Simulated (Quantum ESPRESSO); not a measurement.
# CoO (P-6m2) in Quantum ESPRESSO: convergence with smearing width

Aim: find how far smearing width must go before the results for CoO settle, at PBEsol. This setting moves, with any that are tied to it; all else stays.

All numbers are computed with Quantum ESPRESSO 7.5; they aren't measurements. Logs are shortened: lines on timing, memory, paths and dates and some standing lists are left out, and cuts for length are marked.

**1. The crystal as given**

It takes space group P-6m2 (No. 187, hexagonal). The conventional cell has a = 2.828 Å, b = 2.828 Å, c = 2.722 Å, α = 90.00°, β = 90.00°, γ = 120.00°. Co (site symmetry -6m2) has 6 O at 2.13 Å as nearest neighbours. Around O (site symmetry -6m2) lie 6 Co at 2.13 Å.

The cell was built by a generator and needn't be a form met in nature.

**2. With smearing width 0.5 eV**

pw.in reads:

```
&CONTROL
  calculation = 'scf'
  prefix = 'pwscf'
  outdir = './tmp'
  pseudo_dir = './pseudo'
  tprnfor = .true.
  tstress = .true.
  disk_io = 'nowf'
/
&SYSTEM
  ibrav = 0
  nat = 2
  ntyp = 2
  ecutwfc = 104
  nbnd = 21
  occupations = 'smearing'
  smearing = 'mv'
  degauss = 0.03674932
  nspin = 2
  starting_magnetization(1) = 0.1176
  starting_magnetization(2) = 0
/
&ELECTRONS
  conv_thr = 4d-10
  electron_maxstep = 120
  mixing_beta = 0.3
/
ATOMIC_SPECIES
Co    58.9332 Co.upf
O     15.9990 O.upf
CELL_PARAMETERS angstrom
   2.8284500000    0.0000000000    0.0000000000
  -1.4142300000    2.4495100000    0.0000000000
   0.0000000000    0.0000000000    2.7217200000
ATOMIC_POSITIONS crystal
Co     0.0000000000    0.0000000000    0.5000000000
O      0.6666700000    0.3333300000    0.0000000000
K_POINTS automatic
11 11 10 0 0 0
```

Potentials or basis: PseudoDojo 0.4 SR PBEsol stringent.

Started as:

```
$ OMP_NUM_THREADS=1 pw.x -in pw.in > pw.out
```

Run time: 3.7 min. Hardware: 1 thread of AMD EPYC 9R45 (Zen 5), shared host; peak memory 0.59 GiB.

What came out:

* Free energy: -4633.2133 eV
* Pressure: -9.1 GPa
* Band gap on the k mesh: none (metal or under the smearing width)
* Net moment: 3.08 μB per cell
* Absolute moment: 3.13 μB per cell
* Site moments: Co +2.54; O +0.47 μB
* Valence electrons inside the program's atomic spheres: Co 14.60; O 5.72

**3. With smearing width 0.3 eV**

Edit pw.in of step 2 so:

```diff
@@ -17,3 +17,3 @@
   smearing = 'mv'
-  degauss = 0.03674932
+  degauss = 0.02204959
   nspin = 2
```

Potentials or basis: PseudoDojo 0.4 SR PBEsol stringent.

Started as:

```
$ OMP_NUM_THREADS=1 pw.x -in pw.in > pw.out
```

It took 3.8 min on 1 thread of AMD EPYC 9R45 (Zen 5), shared host; peak memory 0.59 GiB.

Results:

```
Free energy                                           : -4633.1887 eV
Pressure                                              : -10.0 GPa
Band gap on the k mesh                                : none (metal or under the smearing width)
Net moment                                            : 3.03 μB per cell
Absolute moment                                       : 3.08 μB per cell
Site moments                                          : Co +2.51; O +0.45 μB
Valence electrons inside the program's atomic spheres : Co 14.61; O 5.72
```

**4. With smearing width 0.2 eV**

Edit pw.in of step 3 so:

```diff
@@ -17,3 +17,3 @@
   smearing = 'mv'
-  degauss = 0.02204959
+  degauss = 0.01469973
   nspin = 2
```

Started as:

```
$ OMP_NUM_THREADS=1 pw.x -in pw.in > pw.out
```

Wall time 3.6 min (1 thread of AMD EPYC 9R45 (Zen 5), shared host); peak memory 0.59 GiB.

What came out:

* Free energy: -4633.1803 eV
* Pressure: -10.5 GPa
* Band gap on the k mesh: none (metal or under the smearing width)
* Net moment: 3.01 μB per cell
* Absolute moment: 3.06 μB per cell
* Site moments: Co +2.49; O +0.45 μB
* Valence electrons inside the program's atomic spheres: Co 14.61; O 5.72

**5. With smearing width 0.136 eV**

Edit pw.in of step 4 so:

```diff
@@ -17,3 +17,3 @@
   smearing = 'mv'
-  degauss = 0.01469973
+  degauss = 0.00999582
   nspin = 2
```

Started as:

```
$ OMP_NUM_THREADS=1 pw.x -in pw.in > pw.out
```

It took 3.8 min on 1 thread of AMD EPYC 9R45 (Zen 5), shared host; peak memory 0.59 GiB.

Results:

```
Free energy                                           : -4633.1768 eV
Pressure                                              : -10.6 GPa
Band gap on the k mesh                                : none (metal or under the smearing width)
Net moment                                            : 3.00 μB per cell
Absolute moment                                       : 3.05 μB per cell
Site moments                                          : Co +2.49; O +0.45 μB
Valence electrons inside the program's atomic spheres : Co 14.61; O 5.72
```

**6. With smearing width 0.1 eV**

Edit pw.in of step 5 so:

```diff
@@ -17,3 +17,3 @@
   smearing = 'mv'
-  degauss = 0.00999582
+  degauss = 0.00734986
   nspin = 2
```

Potentials or basis: PseudoDojo 0.4 SR PBEsol stringent.

Started as:

```
$ OMP_NUM_THREADS=1 pw.x -in pw.in > pw.out
```

It took 3.8 min on 1 thread of AMD EPYC 9R45 (Zen 5), shared host; peak memory 0.59 GiB.

The run converged. Its results:

| Property | Result |
| --- | --- |
| Free energy | -4633.1758 eV |
| Pressure | -10.7 GPa |
| Band gap on the k mesh | none (metal or under the smearing width) |
| Net moment | 3.00 μB per cell |
| Absolute moment | 3.05 μB per cell |
| Site moments | Co +2.49; O +0.45 μB |
| Valence electrons inside the program's atomic spheres | Co 14.61; O 5.72 |

**7. With smearing width 0.05 eV**

Edit pw.in of step 6 so:

```diff
@@ -17,3 +17,3 @@
   smearing = 'mv'
-  degauss = 0.00734986
+  degauss = 0.00367493
   nspin = 2
```

Started as:

```
$ OMP_NUM_THREADS=1 pw.x -in pw.in > pw.out
```

Wall time 3.8 min (1 thread of AMD EPYC 9R45 (Zen 5), shared host); peak memory 0.59 GiB.

It converged, with:

| Property | Result |
| --- | --- |
| Free energy | -4633.1754 eV |
| Pressure | -10.7 GPa |
| Band gap on the k mesh | none (metal or under the smearing width) |
| Net moment | 3.00 μB per cell |
| Absolute moment | 3.05 μB per cell |
| Site moments | Co +2.48; O +0.45 μB |
| Valence electrons inside the program's atomic spheres | Co 14.61; O 5.72 |

**8. With smearing width 0.025 eV**

Edit pw.in of step 7 so:

```diff
@@ -17,3 +17,3 @@
   smearing = 'mv'
-  degauss = 0.00367493
+  degauss = 0.00183747
   nspin = 2
```

Started as:

```
$ OMP_NUM_THREADS=1 pw.x -in pw.in > pw.out
```

It took 3.7 min on 1 thread of AMD EPYC 9R45 (Zen 5), shared host; peak memory 0.59 GiB.

The run converged. Its results:

```
Free energy                                           : -4633.1753 eV
Pressure                                              : -10.7 GPa
Band gap on the k mesh                                : none (metal or under the smearing width)
Net moment                                            : 3.00 μB per cell
Absolute moment                                       : 3.05 μB per cell
Site moments                                          : Co +2.48; O +0.45 μB
Valence electrons inside the program's atomic spheres : Co 14.61; O 5.72
```

**9. With smearing width 0.01 eV**

Edit pw.in of step 8 so:

```diff
@@ -17,3 +17,3 @@
   smearing = 'mv'
-  degauss = 0.00183747
+  degauss = 0.00073499
   nspin = 2
```

Potentials or basis: PseudoDojo 0.4 SR PBEsol stringent.

Started as:

```
$ OMP_NUM_THREADS=1 pw.x -in pw.in > pw.out
```

pw.out:

```text
This program is part of the open-source Quantum ESPRESSO suite
     for quantum simulation of materials; please cite
[... 9 lines left out ...]
     --------------------
     sticks:   dense  smooth     PW     G-vecs:    dense   smooth      PW
     Sum         823     823    253                18243    18243    3259

     Using Slab Decomposition

     bravais-lattice index     =            0
     lattice parameter (alat)  =       5.3450  a.u.
     unit-cell volume          =     127.2529 (a.u.)^3
     number of atoms/cell      =            2
     number of atomic types    =            2
     number of electrons       =        23.00
     number of Kohn-Sham states=           21
     kinetic-energy cutoff     =     104.0000  Ry
     charge density cutoff     =     416.0000  Ry
     scf convergence threshold =      4.0E-10
     mixing beta               =       0.3000
     number of iterations used =            8  plain     mixing
     Exchange-correlation= PBESOL
                           (   1   4  10   8   0   0   0)

     celldm(1)=   5.344996  celldm(2)=   0.000000  celldm(3)=   0.000000
     celldm(4)=   0.000000  celldm(5)=   0.000000  celldm(6)=   0.000000

     crystal axes: (cart. coord. in units of alat)
               a(1) = (   1.000000   0.000000   0.000000 )
               a(2) = (  -0.500002   0.866026   0.000000 )
               a(3) = (   0.000000   0.000000   0.962266 )

     reciprocal axes: (cart. coord. in units 2 pi/alat)
               b(1) = (  1.000000  0.577352 -0.000000 )
               b(2) = (  0.000000  1.154700  0.000000 )
               b(3) = (  0.000000 -0.000000  1.039214 )

     PseudoPot. # 1 for Co read from file:
     Co.upf
     Pseudo is Norm-conserving + core correction, Zval = 17.0
     Generated using ONCVPSP code by D. R. Hamann
     Using radial grid of 1388 points,  6 beta functions with:
                l(1) =   0
                l(2) =   0
                l(3) =   1
                l(4) =   1
                l(5) =   2
                l(6) =   2

     PseudoPot. # 2 for O  read from file:
     O.upf
     Pseudo is Norm-conserving + core correction, Zval =  6.0
     Generated using ONCVPSP code by D. R. Hamann
     Using radial grid of  936 points,  5 beta functions with:
                l(1) =   0
                l(2) =   0
                l(3) =   1
                l(4) =   1
                l(5) =   2

     atomic species   valence    mass     pseudopotential
     Co               17.00    58.93320     Co( 1.00)
     O                 6.00    15.99900     O ( 1.00)

     Starting magnetic structure
     atomic species   magnetization
     Co              0.118
     O               0.000

      2 Sym. Ops. (no inversion) found

   Cartesian axes

     site n.     atom                  positions (alat units)
         1        Co     tau(   1) = (   0.0000000   0.0000000   0.4811328  )
         2        O      tau(   2) = (   0.5000044   0.2886723   0.0000000  )

     number of k points=   366  Marzari-Vanderbilt smearing, width (Ry)=  0.0007

     Number of k-points >= 100: set verbosity='high' to print them.

     Dense  grid:    18243 G-vectors     FFT dimensions: (  36,  36,  36)

     Generating pointlists ...
     new r_m :   0.3100 (alat units)  1.6570 (a.u.) for type    1
     new r_m :   0.3100 (alat units)  1.6570 (a.u.) for type    2

     Initial potential from superposition of free atoms

     starting charge      22.9997, renormalised to      23.0000
     Starting wfcs are   14 randomized atomic wfcs +    7 random wfcs

     Self-consistent Calculation

     iteration #  1     ecut=   104.00 Ry     beta= 0.30
     Davidson diagonalization with overlap
     ethr =  1.00E-02,  avg # of iterations =  5.2

     Threshold (ethr) on eigenvalues was too large:
     Diagonalizing with lowered threshold

     Davidson diagonalization with overlap
     ethr =  8.33E-04,  avg # of iterations =  1.1

     total energy              =    -340.48758877 Ry
     estimated scf accuracy    <       0.19177697 Ry

     total magnetization       =     2.83 Bohr mag/cell
     absolute magnetization    =     2.83 Bohr mag/cell

     iteration #  2     ecut=   104.00 Ry     beta= 0.30
     Davidson diagonalization with overlap
     ethr =  8.34E-04,  avg # of iterations =  1.3

     total energy              =    -340.50706786 Ry
     estimated scf accuracy    <       0.07882429 Ry

     total magnetization       =     2.32 Bohr mag/cell
     absolute magnetization    =     2.32 Bohr mag/cell

     iteration #  3     ecut=   104.00 Ry     beta= 0.30
     Davidson diagonalization with overlap
     ethr =  3.43E-04,  avg # of iterations =  1.2

     total energy              =    -340.52420437 Ry
     estimated scf accuracy    <       0.02845874 Ry

     total magnetization       =     2.88 Bohr mag/cell
     absolute magnetization    =     2.89 Bohr mag/cell

     iteration #  4     ecut=   104.00 Ry     beta= 0.30
     Davidson diagonalization with overlap
     ethr =  1.24E-04,  avg # of iterations =  1.2

     total energy              =    -340.52960658 Ry
     estimated scf accuracy    <       0.00693020 Ry

     total magnetization       =     2.89 Bohr mag/cell
     absolute magnetization    =     2.91 Bohr mag/cell

     iteration #  5     ecut=   104.00 Ry     beta= 0.30
     Davidson diagonalization with overlap
     ethr =  3.01E-05,  avg # of iterations =  1.7

     total energy              =    -340.53198789 Ry
     estimated scf accuracy    <       0.00044072 Ry
[... 128 lines left out ...]
     total energy              =    -340.53210006 Ry
     estimated scf accuracy    <          4.6E-09 Ry

     total magnetization       =     3.00 Bohr mag/cell
     absolute magnetization    =     3.05 Bohr mag/cell

     iteration # 19     ecut=   104.00 Ry     beta= 0.30
     Davidson diagonalization with overlap
     ethr =  2.00E-11,  avg # of iterations =  1.0

     total energy              =    -340.53210006 Ry
     estimated scf accuracy    <          5.0E-09 Ry

     total magnetization       =     3.00 Bohr mag/cell
     absolute magnetization    =     3.05 Bohr mag/cell

     iteration # 20     ecut=   104.00 Ry     beta= 0.30
     Davidson diagonalization with overlap
     ethr =  2.00E-11,  avg # of iterations =  1.8

     total energy              =    -340.53210006 Ry
     estimated scf accuracy    <          4.4E-10 Ry

     total magnetization       =     3.00 Bohr mag/cell
     absolute magnetization    =     3.05 Bohr mag/cell

     iteration # 21     ecut=   104.00 Ry     beta= 0.30
     Davidson diagonalization with overlap
     ethr =  1.89E-12,  avg # of iterations =  1.1

     Magnetic moment per site  (integrated on atomic sphere of radius R)
     atom   1 (R=0.310)  charge= 14.6084  magn=  2.4848
     atom   2 (R=0.310)  charge=  5.7159  magn=  0.4482

     End of self-consistent calculation

     Number of k-points >= 100: set verbosity='high' to print the bands.

     the Fermi energy is    14.4261 ev

!    total energy              =    -340.53210006 Ry
     estimated scf accuracy    <          1.6E-11 Ry
     smearing contrib. (-TS)   =      -0.00000212 Ry
     internal energy E=F+TS    =    -340.53209794 Ry

     The total energy is F=E-TS. E is the sum of the following terms:
     one-electron contribution =    -155.39167402 Ry
     hartree contribution      =      92.54073224 Ry
     xc contribution           =     -64.23382461 Ry
     ewald contribution        =    -213.44733156 Ry

     total magnetization       =     3.00 Bohr mag/cell
     absolute magnetization    =     3.05 Bohr mag/cell

     convergence has been achieved in  21 iterations

     Forces acting on atoms (cartesian axes, Ry/au):

     atom    1 type  1   force =     0.00000148   -0.00000086    0.00000000
     atom    2 type  2   force =    -0.00000148    0.00000086    0.00000000

     Total force =     0.000002     Total SCF correction =     0.000000

     Computing stress (Cartesian axis) and pressure

          total   stress  (Ry/bohr**3)                   (kbar)     P=     -106.86
  -0.00070253   0.00000001   0.00000000         -103.35        0.00        0.00
   0.00000001  -0.00070253   0.00000000            0.00     -103.35        0.00
   0.00000000   0.00000000  -0.00077423            0.00        0.00     -113.89

=------------------------------------------------------------------------------=
   JOB DONE.
=------------------------------------------------------------------------------=
```

Wall time 5.2 min (1 thread of AMD EPYC 9R45 (Zen 5), shared host); peak memory 0.59 GiB.

Results:

```
Free energy                                           : -4633.1753 eV
Pressure                                              : -10.7 GPa
Band gap on the k mesh                                : none (metal or under the smearing width)
Net moment                                            : 3.00 μB per cell
Absolute moment                                       : 3.05 μB per cell
Site moments                                          : Co +2.48; O +0.45 μB
Valence electrons inside the program's atomic spheres : Co 14.61; O 5.72
```

**10. Result**

```
smearing width  energy less the tightest run, at zero smearing (meV/atom)  pressure (GPa)  absolute moment (μB)  SCF cycles  CPU time (s)  peak memory (GiB)
        0.5 eV                                                     -19.02           -9.12                  3.13          14           220               0.59
        0.3 eV                                                      -6.72           -9.99                  3.08          14           230               0.59
        0.2 eV                                                      -2.51          -10.45                  3.06          13           210               0.59
      0.136 eV                                                      -0.78          -10.64                  3.05          14           230               0.59
        0.1 eV                                                      -0.27          -10.70                  3.05          14           230               0.59
       0.05 eV                                                      -0.08          -10.70                  3.05          14           230               0.59
      0.025 eV                                                      -0.04          -10.68                  3.05          14           220               0.59
       0.01 eV                                                       0.00          -10.69                  3.05          21           310               0.59
```

Against the tightest run, the energy stays within 1 meV/atom from 0.136 eV on; the pressure stays within 0.1 GPa from 0.136 eV on; the absolute moment stays within 0.02 μB from 0.2 eV on. Narrower smearing needs a denser k mesh, so at a fixed mesh the narrowest width isn't the most accurate. The tightest run that finished is the yardstick and may itself not be fully converged.

Caveats: a cell with one magnetic atom can't hold antiferromagnetic order, which such compounds often take; semilocal functionals often make such compounds metallic where correlation or magnetic order opens a gap, which also shifts bond lengths.
